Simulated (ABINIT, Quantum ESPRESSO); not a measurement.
ZnS: electronic dielectric constant by level of theory

**What was measured.** The electronic dielectric constant of ZnS (F-43m) is reported as 5.14 (a printed reference work). The runs below try to reproduce it.

It takes space group F-43m (No. 216, cubic). The conventional cell has a = 5.404 Å, b = 5.404 Å, c = 5.404 Å, α = 90.00°, β = 90.00°, γ = 90.00°. Around Zn (site symmetry -43m) lie 4 S at 2.34 Å. Around S (site symmetry -43m) lie 4 Zn at 2.34 Å.

```csv
rung,level,program and potentials,cutoff (eV),k mesh,smearing,task,core time,chip,electronic dielectric constant,miss,notes
GGA,PBE,"Quantum ESPRESSO, JTH 2.0 PBE",735,"4 × 4 × 4, shifted",fixed,phonons,3.8 min,Arm Neoverse V1,5.97,+16.1 %,9 valence electrons an atom on average
LDA,LDA,"Quantum ESPRESSO, GBRV 1.5 LDA",612,"6 × 6 × 6, shifted",fixed,phonons,4 min,Intel Xeon Platinum 8375C Ice Lake,6.18,+20.2 %,13 valence electrons an atom on average; cell relaxed first (18.53 Å³/atom)
GGA,BLYP,"Quantum ESPRESSO, SG15 PBE 1.2",952,"6 × 6 × 6, shifted",fixed,dielectric tensor,4.2 min,Intel Xeon Platinum 8488C Sapphire Rapids,5.89,+14.6 %,potentials made for PBE; 13 valence electrons an atom on average
GGA,PBE,"Quantum ESPRESSO, SG15 PBE 1.2",952,"4 × 4 × 4, shifted",fixed,phonons,4.4 min,Arm Neoverse V1,5.98,+16.3 %,13 valence electrons an atom on average
GGA,AM05,"Quantum ESPRESSO, SG15 PBE 1.2",952,"6 × 6 × 6, shifted",fixed,dielectric tensor,4.4 min,Intel Xeon Platinum 8488C Sapphire Rapids,6.12,+19.1 %,potentials made for PBE; 13 valence electrons an atom on average
GGA,WC,"Quantum ESPRESSO, SG15 PBE 1.2",952,"6 × 6 × 6, shifted",fixed,dielectric tensor,4.5 min,Intel Xeon Platinum 8488C Sapphire Rapids,6.20,+20.6 %,potentials made for PBE; 13 valence electrons an atom on average
GGA,PBE,"Quantum ESPRESSO, SSSP 1.3 efficiency PBE",748,"4 × 4 × 4, shifted",fixed,phonons,4.7 min,Arm Neoverse V1,5.96,+16.0 %,13 valence electrons an atom on average
GGA,PBE,"Quantum ESPRESSO, GBRV 1.5 PBE",762,"4 × 4 × 4, shifted",fixed,phonons,4.8 min,Arm Neoverse V1,5.96,+16.0 %,13 valence electrons an atom on average
GGA,PBE,"Quantum ESPRESSO, SG15 PBE 1.2",952,"6 × 6 × 6, shifted",fixed,phonons,7.9 min,Intel Xeon Platinum 8375C Ice Lake,5.96,+16.0 %,13 valence electrons an atom on average; cell relaxed first (20.19 Å³/atom)
GGA,PBE,"Quantum ESPRESSO, JTH 2.0 PBE",735,"6 × 6 × 6, shifted",fixed,phonons,27 min,Intel Xeon Skylake/Cascade Lake,5.93,+15.4 %,9 valence electrons an atom on average
GGA,PBE,"Quantum ESPRESSO, GBRV 1.5 PBE",762,"6 × 6 × 6, shifted",fixed,phonons,32 min,Intel Xeon Skylake/Cascade Lake,5.92,+15.2 %,13 valence electrons an atom on average
GGA,PBE,"Quantum ESPRESSO, SSSP 1.3 efficiency PBE",748,"6 × 6 × 6, shifted",fixed,phonons,32 min,Intel Xeon Skylake/Cascade Lake,5.92,+15.2 %,13 valence electrons an atom on average
GGA,PBE,"ABINIT, PseudoDojo NC SR PBE v0.4.1 standard",1034,"4 × 4 × 4, 4 shifts",fixed,phonon dispersion,70 min,Arm Neoverse V1,5.99,+16.5 %,13 valence electrons an atom on average
```

Times are single runs on shared hosts and different chips, so they are rough; meshes, cutoffs and the tasks' sizes weigh on the time. All rows: no spin polarisation. Smearing widths are in eV. The cell comes from a database and isn't always the measured one. Meshes differ between rows, which moves values too. All levels ran on this one cell, unrelaxed unless noted. Meshes are those of the run's cell of 2 atoms unless a note names another. Misses use the values as printed. Runs on faulty files, with rough fits or with known faults for this quantity aren't shown. No row holds spin-orbit coupling.

By rung: LDA in relaxed cells 6.18; GGA 5.89 to 6.20; GGA in relaxed cells 5.96. Measured: 5.14 (a printed reference work). Closest is BLYP (+14.6 %). The runs are for a static lattice, while measurements hold temperature and zero-point motion.
